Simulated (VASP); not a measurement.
# TePb (Imm2) in VASP: a series of runs

One crystal, TePb, is run at these levels: PBEsol; tasks: single point.

Everything below comes from runs of VASP 6.6.1. Logs are shortened: lines on timing, memory, paths and dates and some standing lists are left out, and cuts for length are marked.

### 1 The cell of the first run

It takes space group Imm2 (No. 44, orthorhombic). Conventional cell: a = 4.564 Å, b = 6.454 Å, c = 4.564 Å, α = 90.00°, β = 90.00°, γ = 90.00°. Around Te (site symmetry mm2) lie 6 Pb at 3.22 to 3.24 Å. Pb (site symmetry mm2) has 6 Te at 3.22 to 3.24 Å as nearest neighbours.

### 2 Single point, PBEsol

Input file INCAR:

```
SYSTEM = TePb
PREC     = Accurate       ! precision mode
ENCUT    = 520            ! plane-wave cutoff, eV
EDIFF    = 1E-7           ! SCF threshold, eV
ISMEAR   = 0              ! smearing method
SIGMA    = 0.05           ! smearing width, eV
LREAL    = .False.        ! projectors in reciprocal space
LASPH    = .True.         ! aspherical terms in the spheres
NELM     = 100            ! most SCF steps
ALGO     = Normal         ! electronic algorithm
ISIF     = 2              ! what is computed and relaxed
LWAVE    = .False.        ! write WAVECAR
LCHARG   = .False.        ! write CHGCAR
GGA      = PS             ! functional
NBANDS   = 17             ! bands
```

Input file KPOINTS:

```
regular mesh
0
Gamma
  8 8 8
  0 0 0
```

Input file POSCAR:

```
TePb
1.0
    0.0000000000      3.2270000000      3.2270000000
    3.2270000000      0.0000000000      3.2270000000
    3.2270000000      3.2270000000      0.0000000000
Te Pb
1 1
Direct
    0.4972609747      0.5000000000      0.5000000000
    0.0000000000      0.0000000000      0.0000000000
```

Potentials or basis: VASP PAW PBE potentials, release 64 (Te, Pb_d).

Run with:

```
$ cat potpaw_PBE.64/Te/POTCAR potpaw_PBE.64/Pb_d/POTCAR > POTCAR
$ mpirun -np 1 vasp_std > vasp.out
```

OUTCAR:

```text
SYSTEM = TePb
   PREC = Accurate
   ENCUT = 520
   EDIFF = 1E-7
   ISMEAR = 0
   LREAL = .False.
   LASPH = .True.
   NELM = 100
   ISIF = 2
   GGA = PS

 ion  position               nearest neighbor table
   1  0.497  0.500  0.500-   2 3.22   2 3.22   2 3.23   2 3.23   2 3.24   2 3.24
   2  0.000  0.000  0.000-   1 3.22   1 3.22   1 3.23   1 3.23   1 3.24   1 3.24

  LATTYP: Found a face centered cubic cell.
 ALAT       =     6.4540000000

  Lattice vectors:

 A1 = (   0.0000000000,   3.2270000000,   3.2270000000)
 A2 = (   3.2270000000,   0.0000000000,   3.2270000000)
 A3 = (   3.2270000000,   3.2270000000,   0.0000000000)

Analysis of symmetry for initial positions (statically):
=====================================================================
 Subroutine PRICEL returns:
 Original cell was already a primitive cell.

 Routine SETGRP: Setting up the symmetry group for a
 face centered cubic supercell.

 Subroutine GETGRP returns: Found  4 space group operations
 (whereof  4 operations were pure point group operations)
 out of a pool of 48 trial point group operations.

The static configuration has the point symmetry C_2v.

Analysis of symmetry for dynamics (positions and initial velocities):
=====================================================================
 Subroutine PRICEL returns:
 Original cell was already a primitive cell.

 Routine SETGRP: Setting up the symmetry group for a
 face centered cubic supercell.

 Subroutine GETGRP returns: Found  4 space group operations
 (whereof  4 operations were pure point group operations)
 out of a pool of 48 trial point group operations.

The dynamic configuration has the point symmetry C_2v.

 Subroutine INISYM returns: Found  4 space group operations
 (whereof  4 operations are pure point group operations),
 and found     1 'primitive' translations

----------------------------------------------------------------------------------------

                                     Primitive cell

  volume of cell :      67.2089

  direct lattice vectors                    reciprocal lattice vectors
     0.000000000  3.227000000  3.227000000    -0.154942671  0.154942671  0.154942671
     3.227000000  0.000000000  3.227000000     0.154942671 -0.154942671  0.154942671
     3.227000000  3.227000000  0.000000000     0.154942671  0.154942671 -0.154942671

  length of vectors
     4.563667166  4.563667166  4.563667166     0.268368579  0.268368579  0.268368579

  position of ions in fractional coordinates (direct lattice)
     0.497260975  0.500000000  0.500000000
     0.000000000  0.000000000  0.000000000

  ion indices of the primitive-cell ions
   primitive index   ion index
[... 77 lines left out ...]
   NSW    =      0    number of steps for IOM
   IBRION =     -1    ionic relax: 0-MD 1-quasi-New 2-CG
   NFREE  =      0    steps in history (QN), initial steepest desc. (CG)
   ISIF   =      2    stress and relaxation
   ISYM   =      2    0-nonsym 1-usesym 2-fastsym
   POTIM  = 0.5000    time-step for ionic-motion
   TEBEG  =    0.0;   TEEND  =   0.0 temperature during run
   PSTRESS=    0.0 pullay stress
   NELECT =      20.0000    total number of electrons
   NUPDOWN=      -1.0000    fix difference up-down
   EMIN   =  10.00;   EMAX   =-10.00  energy-range for DOS
   EFERMI =   0.00;   METHOD = LEGACY
   ISMEAR =     0;   SIGMA  =   0.05  broadening in eV -4-tet -1-fermi 0-gaus
   EFERMI_NEDOS =   21; number of points for ismear=-14 and -15
   IALGO  =     38    algorithm
   IMIX   =      4    mixing-type and parameters
     AMIX     =   0.40;   BMIX     =  1.00
     AMIX_MAG =   1.60;   BMIX_MAG =  1.00
  volume/ion in A,a.u.               =      33.60       226.77
  Fermi-wavevector in a.u.,A,eV,Ry     =   1.092972  2.065418 16.253366  1.194589
  Thomas-Fermi vector in A             =   2.229249
   LORBIT       =      0    0 simple, 1 ext, 2 COOP (PROOUT), +10 PAW based schemes
   GGA     = PS    functional components
   LHFCALC =     F    Hartree Fock is set to
   AEXX    =    0.0000 exact exchange contribution
   IVDW    =     0    specifies the selected vdW correction
   LEPSILON=     F    determine dielectric tensor
   LRPA    =     F    only Hartree local field effects (RPA)
 non-spin polarized calculation
 Gauss-broadening in eV      SIGMA  =   0.05
  energy-cutoff  :      520.00
  volume of cell :       67.21
 maximum number of plane-waves:      1837
 NGX is ok and might be reduce to    36
   NGX = 17   NGY = 17   NGZ = 17

 number of electron      20.0000002 magnetization

 Free energy of the ion-electron system (eV)
  ---------------------------------------------------
  ext. energy  EPLUGINS =         0.00000000
  ---------------------------------------------------
  free energy    TOTEN  =        -8.25881853 eV

  energy without entropy =       -8.25881853  energy(sigma->0) =       -8.25881853

 E-fermi :   5.7464     XC(G=0):  -9.4869

 val. band max:        5.5077462964   @ k =   0.0000   0.5000   0.0000
 cond. band min:       6.1687014424   @ k =   0.0000   0.5000   0.0000
 fundamental gap:      0.6609551460
 Fermi energy:         5.7463731072

 k-point     1 :       0.0000    0.0000    0.0000
  band No.  band energies     occupation
      1     -11.1269      2.00000
      2     -11.1269      2.00000
      3     -11.1157      2.00000
      4     -11.1157      2.00000
      5     -11.1157      2.00000
      6      -6.5566      2.00000
[... 457 lines left out ...]
      4     -11.1000      2.00000
      5     -11.0996      2.00000
      6      -5.2070      2.00000
[... 9 lines left out ...]
     16      14.3832      0.00000
     17      15.6535      0.00000

 [... further k-points ...]

------------------------ aborting loop because EDIFF is reached ----------------------------------------

  FORCE on cell =-STRESS in cart. coord.  units (eV):
  Direction    XX          YY          ZZ          XY          YZ          ZX
  --------------------------------------------------------------------------------------
  -------------------------------------------------------------------------------------
  Total       -0.1030058     -0.1017749     -0.1017749      0.0000000      0.0002811      0.0000000
  in kB       -2.4555311     -2.4261872     -2.4261872      0.0000000      0.0067002      0.0000000
  external PRESSURE =      -2.4359685 kB  Pullay stress =       0.0000000 kB

 VOLUME and BASIS-vectors are now :
 -----------------------------------------------------------------------------
  energy-cutoff  :      520.00
  volume of cell :       67.21
      direct lattice vectors                 reciprocal lattice vectors
     0.000000000  3.227000000  3.227000000    -0.154942671  0.154942671  0.154942671
     3.227000000  0.000000000  3.227000000     0.154942671 -0.154942671  0.154942671
     3.227000000  3.227000000  0.000000000     0.154942671  0.154942671 -0.154942671

 POSITION                                       TOTAL-FORCE (eV/Angst)
 -----------------------------------------------------------------------------------
      3.22700      3.21816      3.21816         0.000000      0.003997      0.003997
      0.00000      0.00000      0.00000         0.000000     -0.003997     -0.003997
 -----------------------------------------------------------------------------------
    total drift:                               -0.000000      0.000002      0.000002

  FREE ENERGIE OF THE ION-ELECTRON SYSTEM (eV)
  ---------------------------------------------------
  free  energy   TOTEN  =        -8.2588185254 eV

  energy  without entropy=       -8.2588185254  energy(sigma->0) =       -8.25881853
```

OSZICAR:

```text
N       E                     dE             d eps       ncg     rms          rms(c)
DAV:   1     0.150137185826E+03    0.15014E+03   -0.91270E+03  3238   0.114E+03
DAV:   2     0.209689058896E+01   -0.14804E+03   -0.14373E+03  3393   0.292E+02
DAV:   3    -0.809869587780E+01   -0.10196E+02   -0.10128E+02  4321   0.833E+01
DAV:   4    -0.836709768188E+01   -0.26840E+00   -0.26823E+00  4058   0.150E+01
DAV:   5    -0.837803740656E+01   -0.10940E-01   -0.10939E-01  4700   0.276E+00    0.337E+00
DAV:   6    -0.826436816538E+01    0.11367E+00   -0.24389E-01  4729   0.372E+00    0.208E+00
DAV:   7    -0.825855595068E+01    0.58122E-02   -0.72157E-02  4248   0.141E+00    0.880E-01
DAV:   8    -0.825890345605E+01   -0.34751E-03   -0.83100E-03  4047   0.916E-01    0.120E-01
DAV:   9    -0.825881833592E+01    0.85120E-04   -0.11029E-03  4987   0.334E-01    0.443E-02
DAV:  10    -0.825881685370E+01    0.14822E-05   -0.10109E-04  4261   0.862E-02    0.214E-02
DAV:  11    -0.825881870005E+01   -0.18463E-05   -0.19584E-05  4130   0.316E-02    0.122E-02
DAV:  12    -0.825881874371E+01   -0.43667E-07   -0.10575E-06  4157   0.924E-03    0.840E-03
DAV:  13    -0.825881850658E+01    0.23713E-06   -0.15780E-07  2812   0.334E-03    0.377E-03
DAV:  14    -0.825881852541E+01   -0.18829E-07   -0.17346E-07  2321   0.336E-03
   1 F= -.82588185E+01 E0= -.82588185E+01  d E =-.262399E-13
```

stdout:

```text
POSCAR found type information on POSCAR TePb
 POSCAR found :  2 types and       2 ions
 scaLAPACK will be used
 -----------------------------------------------------------------------------
|                                                                             |
|                                                                             |
|     You enforced a specific xc type in the INCAR file but a different       |
|     I HOPE YOU KNOW WHAT YOU ARE DOING!                                     |
|                                                                             |
 -----------------------------------------------------------------------------

 LDA part: xc-table for (Slater+PW92), standard interpolation
 POSCAR, INCAR and KPOINTS ok, starting setup
 FFT: planning ... GRIDC
 FFT: planning ... GRID_SOFT
 FFT: planning ... GRID
 WAVECAR not read
 entering main loop
```

Run time: 38 s. Hardware: 1 thread of Intel Xeon 6975P-C (Granite Rapids), shared host; peak memory 0.27 GiB.

Results:

```
Free energy            : -8.2588 eV
Pressure               : -0.2 GPa
Largest force          : 0.006 eV/Å
Band gap on the k mesh : 0.66 eV, direct
```

Forces on the atoms (eV/Å):
```
Te   0.000  0.004  0.004
Pb   0.000 -0.004 -0.004
```

Levels at points of the mesh, in eV from the valence-band top:
```csv
k point,band 8,band 9,band 10,band 11,band 12,band 13
"(0.00, 0.00, 0.00)",-1.35,-1.35,-1.35,4.06,4.06,4.06
"(0.50, 0.00, 0.00)",-0.88,-0.88,0.00,0.66,1.24,1.24
"(0.00, 0.50, 0.00)",-0.88,-0.88,0.00,0.66,1.24,1.24
"(0.50, 0.50, 0.00)",-4.55,-2.82,-2.82,3.20,5.48,5.48
"(0.00, 0.50, 0.50)",-4.55,-2.82,-2.82,3.20,5.48,5.48
```

Caveat: the PAW data sets were made with another functional, which shifts forces and pressure a little; spin-orbit coupling is left out, which as a rule narrows the gap of such compounds by several tenths of an eV. A k mesh can miss the band edges.

### 3 Single point, PBEsol

Input file INCAR:

```
PREC = Accurate ; ENCUT = 520
EDIFF = 1E-6 ; ISMEAR = 0
SIGMA = 0.05 ; LREAL = F
LASPH = T ; NELM = 100
ALGO = Normal ; ISIF = 2
LWAVE = F ; LCHARG = F
GGA = PS ; NBANDS = 17
```

Input file KPOINTS:

```
Automatic mesh
0
Gamma
  8 8 8
```

POSCAR, as its differences from that of step 2:

```diff
@@ -8,3 +8,3 @@
 Direct
-    0.4972609747      0.5000000000      0.5000000000
+    0.4945219493      0.5000000000      0.5000000000
     0.0000000000      0.0000000000      0.0000000000
```

Potentials or basis: VASP PAW PBE potentials, release 64 (Te, Pb_d).

Run with:

```
$ cat potpaw_PBE.64/Te/POTCAR potpaw_PBE.64/Pb_d/POTCAR > POTCAR
$ mpirun -np 1 vasp_std > vasp.out
```

It took 33 s on 1 thread of Intel Xeon 6975P-C (Granite Rapids), shared host; peak memory 0.27 GiB.

The run converged. Its results:

```
Free energy            : -8.2587 eV
Pressure               : -0.3 GPa
Largest force          : 0.011 eV/Å
Band gap on the k mesh : 0.66 eV, direct
```

Forces on the atoms (eV/Å):
```
Te   0.000  0.008  0.008
Pb   0.000 -0.008 -0.008
```

Levels at points of the mesh, in eV from the valence-band top:
```csv
k point,band 7,band 8,band 9,band 10,band 11,band 12,band 13,band 14
"(0.00, 0.00, 0.00)",-5.60,-1.35,-1.35,-1.35,4.06,4.06,4.06,5.75
"(0.50, 0.00, 0.00)",-8.62,-0.88,-0.88,0.00,0.66,1.24,1.24,8.29
"(0.00, 0.50, 0.00)",-8.62,-0.88,-0.88,0.00,0.66,1.24,1.24,8.29
"(0.50, 0.50, 0.00)",-7.31,-4.55,-2.82,-2.82,3.19,5.48,5.48,6.71
"(0.00, 0.50, 0.50)",-7.31,-4.55,-2.82,-2.82,3.19,5.48,5.48,6.71
```

Caveat: the PAW data sets were made with another functional, which shifts forces and pressure a little; spin-orbit coupling is left out, which as a rule narrows the gap of such compounds by several tenths of an eV.

### 4 Single point, PBEsol

Input file INCAR:

```
SYSTEM = TePb
ALGO = Normal
EDIFF = 1E-7
ENCUT = 520
GGA = PS
ISIF = 2
ISMEAR = 0
LASPH = .TRUE.
LCHARG = .FALSE.
LREAL = .FALSE.
LWAVE = .FALSE.
NBANDS = 17
NELM = 100
PREC = Accurate
SIGMA = 0.05
```

Input file KPOINTS:

```
k-points
0
G
  8 8 8
  0 0 0
```

POSCAR, as its differences from that of step 3:

```diff
@@ -8,3 +8,3 @@
 Direct
-    0.4945219493      0.5000000000      0.5000000000
+    0.4917829240      0.5000000000      0.5000000000
     0.0000000000      0.0000000000      0.0000000000
```

Run with:

```
$ cat potpaw_PBE.64/Te/POTCAR potpaw_PBE.64/Pb_d/POTCAR > POTCAR
$ mpirun -np 1 vasp_std > vasp.out
```

Run time: 37 s. Hardware: 1 thread of Intel Xeon 6975P-C (Granite Rapids), shared host; peak memory 0.27 GiB.

Results (log left out):

- Free energy: -8.2585 eV
- Pressure: -0.2 GPa
- Largest force: 0.018 eV/Å
- Band gap on the k mesh: 0.66 eV, direct

Forces on the atoms (eV/Å):
```
Te   0.000  0.012  0.012
Pb   0.000 -0.012 -0.012
```

Levels at points of the mesh, in eV from the valence-band top:
```
           k point  band 6  band 7  band 8  band 9  band 10  band 11  band 12  band 13  band 14  band 15
(0.00, 0.00, 0.00)  -12.07   -5.60   -1.35   -1.35    -1.35     4.05     4.06     4.06     5.75     5.76
(0.50, 0.00, 0.00)  -10.62   -8.62   -0.89   -0.88    -0.01     0.67     1.24     1.24     8.28     9.21
(0.00, 0.50, 0.00)  -10.61   -8.62   -0.89   -0.89     0.00     0.66     1.24     1.24     8.29     9.20
(0.50, 0.50, 0.00)  -10.36   -7.32   -4.55   -2.82    -2.82     3.19     5.48     5.48     6.71    10.14
(0.00, 0.50, 0.50)  -10.36   -7.31   -4.55   -2.83    -2.82     3.19     5.48     5.49     6.71    10.14
```

Caveat: the PAW data sets were made with another functional, which shifts forces and pressure a little; spin-orbit coupling is left out, which as a rule narrows the gap of such compounds by several tenths of an eV. A k mesh can miss the band edges.

(Part 1 of 2 ends here.)
